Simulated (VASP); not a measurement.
# InSb (I-4m2) in VASP: settings compared

Aim: see how the results for InSb move with the level of theory and the settings. Levels: PBEsol, r2SCAN. Tasks: single point.

All numbers are computed with VASP 6.6.1; they aren't measurements. Logs are shortened: lines on timing, memory, paths and dates and some standing lists are left out, and cuts for length are marked.

## (1) Starting point

The structure is tetragonal, space group I-4m2 (No. 119). The conventional cell has a = 5.808 Å, b = 5.808 Å, c = 3.171 Å, α = 90.00°, β = 90.00°, γ = 90.00°. In (site symmetry -4m2) has 4 Sb at 3.01 Å and 2 In at 3.17 Å as nearest neighbours. Sb (site symmetry -4m2) has 4 In at 3.01 Å and 2 Sb at 3.17 Å as nearest neighbours.

Measurements of this composition are mostly on another form, of space group No. 216.

## (2) Single point, PBEsol

The input, INCAR:

```
SYSTEM = InSb
PREC = Accurate
ENCUT = 700
EDIFF = 1E-7
ISMEAR = 0
SIGMA = 0.1
LREAL = .FALSE.
LASPH = .TRUE.
NELM = 100
ALGO = Fast
ISIF = 2
LWAVE = .FALSE.
LCHARG = .TRUE.
GGA = PS
LELF = .TRUE.
LVHAR = .TRUE.
NBANDS = 16
```

The input, KPOINTS:

```
Automatic mesh
0
G
  14 14 14
  0 0 0
```

The input, POSCAR:

```
InSb
1.0
   -2.9041400000      2.9041400000      1.5853500000
    2.9041400000     -2.9041400000      1.5853500000
    2.9041400000      2.9041400000     -1.5853500000
In Sb
1 1
Direct
    0.7500000000      0.2500000000      0.5000000000
    0.0000000000      0.0000000000      0.0000000000
```

Potentials or basis: VASP PAW PBE potentials, release 64 (In_d, Sb).

On the command line:

```sh
> cat potpaw_PBE.64/In_d/POTCAR potpaw_PBE.64/Sb/POTCAR > POTCAR
> mpirun -np 1 vasp_std > vasp.out
```

OUTCAR:

```text
SYSTEM = InSb
   PREC = Accurate
   ENCUT = 700
   EDIFF = 1E-7
   ISMEAR = 0
   LREAL = .FALSE.
   LASPH = .TRUE.
   NELM = 100
   ISIF = 2
   GGA = PS

 ion  position               nearest neighbor table
   1  0.750  0.250  0.500-   2 3.01   2 3.01   2 3.01   2 3.01   2 3.75   2 3.75   2 3.75   2 3.75

   2  0.000  0.000  0.000-   1 3.01   1 3.01   1 3.01   1 3.01   1 3.75   1 3.75   1 3.75   1 3.75

  LATTYP: Found a body centered tetragonal cell.
 ALAT       =     5.8082800000
 C/A-ratio  =     0.5458931043

  Lattice vectors:

 A1 = (  -2.9041400000,   2.9041400000,   1.5853500000)
 A2 = (   2.9041400000,  -2.9041400000,   1.5853500000)
 A3 = (   2.9041400000,   2.9041400000,  -1.5853500000)

Analysis of symmetry for initial positions (statically):
=====================================================================
 Subroutine PRICEL returns:
 Original cell was already a primitive cell.

 Routine SETGRP: Setting up the symmetry group for a
 body centered tetragonal supercell.

 Subroutine GETGRP returns: Found  8 space group operations
 (whereof  8 operations were pure point group operations)
 out of a pool of 16 trial point group operations.

The static configuration has the point symmetry D_2d.

Analysis of symmetry for dynamics (positions and initial velocities):
=====================================================================
 Subroutine PRICEL returns:
 Original cell was already a primitive cell.

 Routine SETGRP: Setting up the symmetry group for a
 body centered tetragonal supercell.

 Subroutine GETGRP returns: Found  8 space group operations
 (whereof  8 operations were pure point group operations)
 out of a pool of 16 trial point group operations.

The dynamic configuration has the point symmetry D_2d.

 Subroutine INISYM returns: Found  8 space group operations
 (whereof  8 operations are pure point group operations),
 and found     1 'primitive' translations

----------------------------------------------------------------------------------------

                                     Primitive cell

  volume of cell :      53.4836

  direct lattice vectors                    reciprocal lattice vectors
    -2.904140000  2.904140000  1.585350000     0.000000000  0.172168008  0.315387769
     2.904140000 -2.904140000  1.585350000     0.172168008  0.000000000  0.315387769
     2.904140000  2.904140000 -1.585350000     0.172168008  0.172168008  0.000000000

  length of vectors
     4.402430340  4.402430340  4.402430340     0.359320565  0.359320565  0.243482333

  position of ions in fractional coordinates (direct lattice)
     0.750000000  0.250000000  0.500000000
     0.000000000  0.000000000  0.000000000

  ion indices of the primitive-cell ions
   primitive index   ion index
                 1           1
                 2           2

----------------------------------------------------------------------------------------

 KPOINTS: Automatic mesh

Automatic generation of k-mesh.
 Grid dimensions read from file:
 generate k-points for:   14   14   14

 Generating k-lattice:

  Cartesian coordinates                     Fractional coordinates (reciprocal lattice)
     0.000000000  0.012297715  0.022527698     0.071428571  0.000000000  0.000000000
     0.012297715  0.000000000  0.022527698     0.000000000  0.071428571  0.000000000
     0.012297715  0.012297715  0.000000000     0.000000000  0.000000000  0.071428571

  Length of vectors
     0.025665755  0.025665755  0.017391595

  Shift w.r.t. Gamma in fractional coordinates (k-lattice)
     0.000000000  0.000000000  0.000000000

 Subroutine IBZKPT returns following result:
 ===========================================

 Found    244 irreducible k-points:

 Following reciprocal coordinates:
            Coordinates               Weight
  0.000000  0.000000  0.000000      1.000000
  0.071429  0.000000  0.000000      8.000000
  0.142857 -0.000000  0.000000      8.000000
  0.214286  0.000000  0.000000      8.000000
  0.285714  0.000000  0.000000      8.000000
  0.357143  0.000000  0.000000      8.000000
[... 16 lines left out ...]
  0.214286  0.142857  0.000000     16.000000
  0.285714  0.142857  0.000000     16.000000
 [... further k-points ...]
   k-points           NKPTS =    244   k-points in BZ     NKDIM =    244   number of bands    NBANDS=     16
   number of dos      NEDOS =    301   number of ions     NIONS =      2
   total plane-waves  NPLWV =  64000
   dimension x,y,z NGX =    40 NGY =   40 NGZ =   40
   dimension x,y,z NGXF=    80 NGYF=   80 NGZF=   80
   ions per type =               1   1
   NGX,Y,Z   is equivalent  to a cutoff of  15.10, 15.10, 15.10 a.u.
   NGXF,Y,Z  is equivalent  to a cutoff of  30.21, 30.21, 30.21 a.u.
 SYSTEM =  InSb
   PREC   = accura    normal or accurate (medium, high low for compatibility)
   ISTART =      0    job   : 0-new  1-cont  2-samecut
   ICHARG =      2    charge: 1-file 2-atom 10-const
   ISPIN  =      1    spin polarized calculation?
   LNONCOLLINEAR =      F non collinear calculations
   LSORBIT =      F    spin-orbit coupling
   LASPH  =      T    aspherical Exc in radial PAW
   ENCUT  =  700.0 eV  51.45 Ry    7.17 a.u.   9.50  9.50  9.50*2*pi/ulx,y,z
   NELM   =    100;   NELMIN=  2; NELMDL= -5     # of ELM steps
   EDIFF  = 0.1E-06   stopping-criterion for ELM
   LREAL  =      F    real-space projection
   EDIFFG = 0.1E-05   stopping-criterion for IOM
   NSW    =      0    number of steps for IOM
   IBRION =     -1    ionic relax: 0-MD 1-quasi-New 2-CG
   NFREE  =      0    steps in history (QN), initial steepest desc. (CG)
   ISIF   =      2    stress and relaxation
   ISYM   =      2    0-nonsym 1-usesym 2-fastsym
   POTIM  = 0.5000    time-step for ionic-motion
   TEBEG  =    0.0;   TEEND  =   0.0 temperature during run
   PSTRESS=    0.0 pullay stress
   NELECT =      18.0000    total number of electrons
   NUPDOWN=      -1.0000    fix difference up-down
   EMIN   =  10.00;   EMAX   =-10.00  energy-range for DOS
   EFERMI =   0.00;   METHOD = LEGACY
   ISMEAR =     0;   SIGMA  =   0.10  broadening in eV -4-tet -1-fermi 0-gaus
   EFERMI_NEDOS =   21; number of points for ismear=-14 and -15
   IALGO  =     68    algorithm
   IMIX   =      4    mixing-type and parameters
     AMIX     =   0.40;   BMIX     =  1.00
     AMIX_MAG =   1.60;   BMIX_MAG =  1.00
  volume/ion in A,a.u.               =      26.74       180.46
  Fermi-wavevector in a.u.,A,eV,Ry     =   1.138743  2.151912 17.643148  1.296735
  Thomas-Fermi vector in A             =   2.275447
   LORBIT       =      0    0 simple, 1 ext, 2 COOP (PROOUT), +10 PAW based schemes
   GGA     = PS    functional components
   LHFCALC =     F    Hartree Fock is set to
   AEXX    =    0.0000 exact exchange contribution
   IVDW    =     0    specifies the selected vdW correction
   LEPSILON=     F    determine dielectric tensor
   LRPA    =     F    only Hartree local field effects (RPA)
 non-spin polarized calculation
 RMM-DIIS sequential band-by-band and
 Gauss-broadening in eV      SIGMA  =   0.10
  energy-cutoff  :      700.00
  volume of cell :       53.48
 maximum number of plane-waves:      2279
 NGX is ok and might be reduce to    40
   NGX = 19   NGY = 19   NGZ = 19

 number of electron      18.0000000 magnetization

 Free energy of the ion-electron system (eV)
  ---------------------------------------------------
  ext. energy  EPLUGINS =         0.00000000
  ---------------------------------------------------
  free energy    TOTEN  =        -7.58093586 eV

  energy without entropy =       -7.57641319  energy(sigma->0) =       -7.57867452

 E-fermi :   7.6219     XC(G=0): -10.2670

 val. band max:        7.6032272323   @ k =  -0.2857   0.5000   0.1429
 cond. band min:       7.6324255028   @ k =  -0.2857  -0.4286   0.0714
 fundamental gap:      0.0291982705
 Fermi energy:         7.6218779840

 k-point     1 :       0.0000    0.0000    0.0000
  band No.  band energies     occupation
      1      -7.1381      2.00000
      2      -6.8840      2.00000
      3      -6.8819      2.00000
      4      -6.7705      2.00000
      5      -6.7705      2.00000
      6      -4.0488      2.00000
[... 8 lines left out ...]
     15      17.0677      0.00000
     16      17.8493      0.00000

 k-point     2 :       0.0714    0.0000    0.0000
  band No.  band energies     occupation
      1      -7.1162      2.00000
      2      -6.8848      2.00000
      3      -6.8791      2.00000
      4      -6.7801      2.00000
      5      -6.7800      2.00000
      6      -3.9518      2.00000
[... 8 lines left out ...]
     15      17.2027      0.00000
     16      17.3646      0.00000

 k-point     3 :       0.1429   -0.0000    0.0000
  band No.  band energies     occupation
      1      -7.0548      2.00000
      2      -6.8871      2.00000
      3      -6.8715      2.00000
      4      -6.8069      2.00000
      5      -6.8063      2.00000
      6      -3.6614      2.00000
[... 8 lines left out ...]
     15      16.1711      0.00000
     16      16.3812      0.00000

 k-point     4 :       0.2143    0.0000    0.0000
  band No.  band energies     occupation
      1      -6.9663      2.00000
      2      -6.8910      2.00000
      3      -6.8652      2.00000
      4      -6.8442      2.00000
      5      -6.8393      2.00000
      6      -3.1818      2.00000
[... 8 lines left out ...]
     15      15.3361      0.00000
     16      16.3606      0.00000

 k-point     5 :       0.2857    0.0000    0.0000
  band No.  band energies     occupation
      1      -6.9111      2.00000
      2      -6.8929      2.00000
      3      -6.8834      2.00000
      4      -6.8535      2.00000
      5      -6.8407      2.00000
      6      -2.5269      2.00000
[... 8 lines left out ...]
     15      14.7343      0.00000
     16      16.9485      0.00000

 k-point     6 :       0.3571    0.0000    0.0000
  band No.  band energies     occupation
      1      -6.9404      2.00000
      2      -6.9295      2.00000
      3      -6.8907      2.00000
      4      -6.8299      2.00000
      5      -6.7674      2.00000
      6      -1.7346      2.00000
[... 8 lines left out ...]
     15      14.6489      0.00000
     16      17.8050      0.00000

 k-point     7 :       0.4286    0.0000    0.0000
  band No.  band energies     occupation
      1      -6.9659      2.00000
      2      -6.9553      2.00000
      3      -6.8938      2.00000
      4      -6.8218      2.00000
      5      -6.7036      2.00000
      6      -0.9231      2.00000
[... 8 lines left out ...]
     15      16.0442      0.00000
     16      18.2992      0.00000

 k-point     8 :       0.5000    0.0000   -0.0000
  band No.  band energies     occupation
      1      -6.9753      2.00000
      2      -6.9646      2.00000
      3      -6.8948      2.00000
      4      -6.8188      2.00000
      5      -6.6805      2.00000
      6      -0.4956      2.00000
[... 8 lines left out ...]
     15      17.2924      0.00000
     16      17.3736      0.00000

 k-point     9 :       0.0714    0.0714    0.0000
  band No.  band energies     occupation
      1      -7.0555      2.00000
      2      -6.8850      2.00000
      3      -6.8726      2.00000
      4      -6.8074      2.00000
      5      -6.8064      2.00000
      6      -3.7000      2.00000
[... 8 lines left out ...]
     15      16.0697      0.00000
     16      16.2404      0.00000
[... 172 lines left out ...]
 k-point    19 :      -0.2143    0.0714    0.0000
  band No.  band energies     occupation
      1      -7.0527      2.00000
      2      -6.8929      2.00000
      3      -6.8684      2.00000
      4      -6.8072      2.00000
      5      -6.8043      2.00000
      6      -3.5474      2.00000
[... 8 lines left out ...]
     15      16.2890      0.00000
     16      16.6735      0.00000

 k-point    20 :      -0.1429    0.0714   -0.0000
  band No.  band energies     occupation
      1      -7.1147      2.00000
      2      -6.8889      2.00000
      3      -6.8764      2.00000
      4      -6.7805      2.00000
      5      -6.7786      2.00000
      6      -3.8753      2.00000
[... 8 lines left out ...]
     15      17.2789      0.00000
     16      17.5346      0.00000

 k-point    21 :      -0.0714    0.0714    0.0000
  band No.  band energies     occupation
      1      -7.1373      2.00000
      2      -6.8861      2.00000
      3      -6.8804      2.00000
      4      -6.7707      2.00000
      5      -6.7697      2.00000
      6      -4.0105      2.00000
[... 8 lines left out ...]
     15      17.0015      0.00000
     16      17.9171      0.00000

 k-point    22 :       0.1429    0.1429    0.0000
  band No.  band energies     occupation
      1      -6.9000      2.00000
      2      -6.8939      2.00000
      3      -6.8818      2.00000
      4      -6.8609      2.00000
      5      -6.8453      2.00000
      6      -2.6748      2.00000
[... 8 lines left out ...]
     15      15.2230      0.00000
     16      15.6187      0.00000

 k-point    23 :       0.2143    0.1429    0.0000
  band No.  band energies     occupation
      1      -6.9344      2.00000
      2      -6.9271      2.00000
      3      -6.8889      2.00000
      4      -6.8361      2.00000
      5      -6.7716      2.00000
      6      -1.9383      2.00000
[... 8 lines left out ...]
     15      15.0445      0.00000
     16      16.1170      0.00000

 k-point    24 :       0.2857    0.1429    0.0000
  band No.  band energies     occupation
      1      -6.9623      2.00000
      2      -6.9528      2.00000
      3      -6.8929      2.00000
      4      -6.8261      2.00000
      5      -6.7067      2.00000
      6      -1.1285      2.00000
[... 8 lines left out ...]
     15      15.3157      0.00000
     16      16.9945      0.00000

 [... further k-points ...]
[... 5 lines left out ...]
  --------------------------------------------------------------------------------------
  -------------------------------------------------------------------------------------
  Total       -0.0049438     -0.0049438     -0.0045496      0.0000000      0.0000000      0.0000000
  in kB       -0.1480984     -0.1480984     -0.1362907      0.0000000      0.0000000      0.0000000
  external PRESSURE =      -0.1441625 kB  Pullay stress =       0.0000000 kB

 VOLUME and BASIS-vectors are now :
 -----------------------------------------------------------------------------
  energy-cutoff  :      700.00
  volume of cell :       53.48
      direct lattice vectors                 reciprocal lattice vectors
    -2.904140000  2.904140000  1.585350000     0.000000000  0.172168008  0.315387769
     2.904140000 -2.904140000  1.585350000     0.172168008  0.000000000  0.315387769
     2.904140000  2.904140000 -1.585350000     0.172168008  0.172168008  0.000000000

 POSITION                                       TOTAL-FORCE (eV/Angst)
 -----------------------------------------------------------------------------------
      0.00000      2.90414      0.79268         0.000000      0.000000      0.000000
      0.00000      0.00000      0.00000        -0.000000     -0.000000     -0.000000
 -----------------------------------------------------------------------------------
    total drift:                                0.000000     -0.000000     -0.000000

  FREE ENERGIE OF THE ION-ELECTRON SYSTEM (eV)
  ---------------------------------------------------
  free  energy   TOTEN  =        -7.5809358563 eV

  energy  without entropy=       -7.5764131893  energy(sigma->0) =       -7.57867452
```

Wall time 5.1 min (1 thread of Intel Xeon Platinum 8488C (Sapphire Rapids), shared host); peak memory 0.51 GiB.

What came out:

* Free energy: -7.5809 eV
* Pressure: 0.0 GPa
* Band gap on the k mesh: none (metal or under the smearing width)

Caveat: the PAW data sets were made with another functional, which shifts forces and pressure a little.

## (3) Single point, PBEsol

Edit INCAR of step 2 so:

```diff
@@ -2,3 +2,3 @@
 PREC = Accurate
-ENCUT = 700
+ENCUT = 520
 EDIFF = 1E-7
```

The input, KPOINTS:

```
Automatic mesh
0
G
  22 22 22
  0 0 0
```

POSCAR is that of step 2.

Potentials or basis: VASP PAW PBE potentials, release 64 (In_d, Sb).

On the command line:

```sh
> cat potpaw_PBE.64/In_d/POTCAR potpaw_PBE.64/Sb/POTCAR > POTCAR
> mpirun -np 1 vasp_std > vasp.out
```

It took 12 min on 1 thread of Intel Xeon Platinum 8488C (Sapphire Rapids), shared host; peak memory 0.82 GiB.

It converged, with:

```yaml
Free_energy: -7.5819 eV
Pressure: 0.0 GPa
Band_gap_on_the_k_mesh: none (metal or under the smearing width)
```

Stress tensor (GPa, compression positive):
```
 0.11  0.00  0.00
 0.00  0.11  0.00
 0.00  0.00 -0.22
```

Levels at points of the mesh, in eV from the Fermi level:
| k point | band 5 | band 6 | band 7 | band 8 | band 9 | band 10 | band 11 | band 12 | band 13 | band 14 |
| --- | --- | --- | --- | --- | --- | --- | --- | --- | --- | --- |
| (0.00, 0.00, 0.00) | -14.40 | -11.67 | -3.20 | -2.17 | -2.17 | 3.16 | 4.90 | 6.60 | 6.60 | 8.76 |
| (0.50, 0.00, 0.00) | -14.31 | -8.12 | -5.14 | -2.20 | -1.33 | -1.28 | 2.44 | 3.06 | 5.07 | 7.43 |
| (0.50, 0.50, 0.00) | -14.39 | -10.49 | -7.67 | -0.41 | 1.62 | 1.76 | 1.98 | 4.34 | 7.66 | 8.56 |
| (0.50, 0.50, 0.50) | -14.39 | -9.41 | -5.59 | -4.90 | -4.90 | 3.82 | 5.81 | 9.35 | 9.35 | 12.71 |

Caveat: the PAW data sets were made with another functional, which shifts forces and pressure a little.

[end of part 1 of 2]
